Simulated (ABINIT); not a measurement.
Runs of ABINIT 10.8.3 (patched build) on BP. Symmetry: F-43m, No. 216, cubic system. Conventional cell: a = 4.538 Å, b = 4.538 Å, c = 4.538 Å, α = 90.00°, β = 90.00°, γ = 90.00°. P (site symmetry -43m) is surrounded by 4 B at 1.97 Å. B (site symmetry -43m) is surrounded by 4 P at 1.97 Å. 

| task | level | potentials or basis | cell | k mesh | cutoff (eV) | smearing | cell freedom (optcell) | optimiser (ionmov) | cutoff smearing ecutsm (Ha) | force stop (Ha/bohr) | fine-grid cutoff | gap on the mesh (eV) | pressure (GPa) | relaxed volume (Å³/atom) |
| --- | --- | --- | --- | --- | --- | --- | --- | --- | --- | --- | --- | --- | --- | --- |
| relaxation of cell and atoms | PBE | PseudoDojo NC SR PBE v0.4.1 standard | relaxed | 8 × 8 × 8 | 925 | fermi-dirac 0.05 eV | 2 | 22 | 0.5 | 2e-05 | - | (a) | 0.0 | 11.76 |
| single point | PBE | PseudoDojo NC SR PBE v0.5 stringent | as given | 8 × 8 × 8 | 925 | fermi-dirac 0.05 eV | - | - | - | - | - | 1.28 | (b) | - |
| relaxation of cell and atoms | PBEsol | PseudoDojo NC SR PBEsol v0.4.1 standard | relaxed | 8 × 8 × 8 | 1034 | fermi-dirac 0.05 eV | 2 | 2 | 0.5 | 2e-05 | - | (c) | 0.0 | 11.55 |
| single point | LDA | JTH PAW LDA v2.0 | as given | 8 × 8 × 8 | 408 | fermi-dirac 0.05 eV | - | - | - | - | 816.342 eV | 1.22 | - | - |
| positron lifetime | PBE | JTH PAW PBE v2.0 | as given | 7 × 7 × 7 | 408 | fermi-dirac 0.05 eV | - | - | - | - | 816.342 eV | 1.24 | 1.1 | - |
| effective masses | PBEsol | PseudoDojo NC SR PBEsol v0.4.1 standard | as given | 7 × 7 × 7 | 925 | fixed | - | - | - | - | - | - | -1.9 | - |

Alike in all rows: no spin polarisation.

**Question.** Fill in the values left out.

**Answer.** (a) 1.29; (b) 0.9; (c) 1.16.

Caveats: the PAW basis is incomplete for the positron (some runs); an odd mesh through Γ misses points on the zone boundary, where band edges often lie (some runs); the masses are taken at a mesh point that needn't be the band's extremum (some runs).

Not every run made on this cell is shown here.
